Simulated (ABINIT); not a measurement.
Crystal: MgO.

```
Mg O
1.0
     0.00000    2.09700    2.09700
     2.09700    0.00000    2.09700
     2.09700    2.09700    0.00000
Mg O
1 1
Direct
  0.00000 0.00000 0.00000
  0.50000 0.50000 0.50000
```

The cell is a database's computed one.

Base run:

- Program: ABINIT 10.8.3 (patched build)
- Functional: revPBE
- Potentials or basis: JTH PAW PBE v2.0
- Cutoff: 762 eV
- k mesh: 11 × 11 × 11
- Occupations: fermi-dirac, width 0.05 eV
- Spin: no spin polarisation

Its results: band gap on the k mesh 4.95 eV, direct; pressure 10.1 GPa.

After a change of settings the same cell gave: band gap on the k mesh 4.84 eV, direct; pressure 2.9 GPa. Which change was it?
A. functional from revPBE to PW91
B. functional from revPBE to LDA
C. functional from revPBE to AM05
D. functional from revPBE to r2SCAN

C.

AM05 binds more tightly than revPBE, so the same cell stands under less pressure.

Caveats: the PAW data sets were made with another functional, which shifts forces and pressure a little.
